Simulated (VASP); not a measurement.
## HgTe (Coloradoite): equation of state with r2SCAN

**The experiment to reproduce.**

A printed reference work, monograph reports, for a bulk crystal of HgTe: bulk modulus 43 GPa.

Crystal: HgTe (Coloradoite).

```xyz
2
Lattice="0.0000 3.2897 3.2897 3.2897 0.0000 3.2897 3.2897 3.2897 0.0000" Properties=species:S:1:pos:R:3 pbc="T T T"
Hg    0.0000    0.0000    0.0000
Te    4.9346    4.9346    4.9346
```

```yaml
Program: VASP 6.6.1
Task: equation of state
Functional: r2SCAN
Potentials_or_basis: VASP PAW PBE potentials, release 64 (Hg, Te)
Cutoff: 520 eV
k_mesh: 6 × 6 × 6
Occupations: fermi-dirac, width 0.05 eV
Spin: no spin polarisation
```

```yaml
Equilibrium_volume: 35.63 Å³/atom
Bulk_modulus: 40 GPa
Pressure_derivative_of_the_bulk_modulus: "4.9 (rough: it moves with the points fitted)"
```

Energy against volume, from the lowest point:
```
volume (Å³/atom)  energy (meV/atom)
          34.179               7.98
          34.891               1.99
          35.603               0.00
          36.315               1.56
          37.027               6.29
```

All runs of the series together: 4.9 min on 1 thread of Intel(R) Xeon(R) Platinum 8488C (Sapphire Rapids) (shared host).

Against the measured bulk modulus of HgTe, 43 GPa (a printed reference work, monograph), the calculated 40 GPa is off by -7.4 %. The fit is for a static lattice scaled at fixed shape and fixed fractional positions.

Caveat: the PAW data sets were made with another functional, which shifts forces and pressure a little. The run has no spin-orbit coupling, so splittings on Hg, Te are missing.
